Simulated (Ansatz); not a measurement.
Ir:

```xyz
1
Lattice="0.0000 1.9156 1.9156 1.9156 0.0000 1.9156 1.9156 1.9156 0.0000" Properties=species:S:1:pos:R:3 pbc="T T T"
Ir    0.0000    0.0000    0.0000
```

| Property | Result |
| --- | --- |
| Program | Ansatz 0.2.0 |
| Task | relaxation of cell and atoms |
| Functional | BLYP |
| Dispersion | D3(BJ) |
| Potentials or basis | all-electron LAPW, scalar-relativistic |
| Basis error allowed | 0.001 eV/atom |
| k mesh | 12 × 12 × 12 |
| Occupations | fermi-dirac, width 0.05 eV |
| Spin | no spin polarisation |

At the start: volume 14.06 Å³/atom.

Task: Where does the relaxation end?

Result: Over 4 steps the energy falls by 7.3 meV/atom and the volume is 14.36 Å³/atom (+2.2 %); space group Fm-3m (No. 225, to 0.05 Å).

Step by step:
```
step  energy change (eV)  largest force (eV/Å)  volume (Å³)
   1              0.0000                0.0000        14.06
   2             -0.0073                0.0000        14.38
   3             -0.0073                0.0000        14.36
   4             -0.0073                0.0000        14.36
```

Final structure:
```
CELL_PARAMETERS angstrom
0.00000 1.92927 1.92927
1.92927 0.00000 1.92927
1.92927 1.92927 0.00000
ATOMIC_POSITIONS crystal
Ir 0.00000 0.00000 0.00000
```
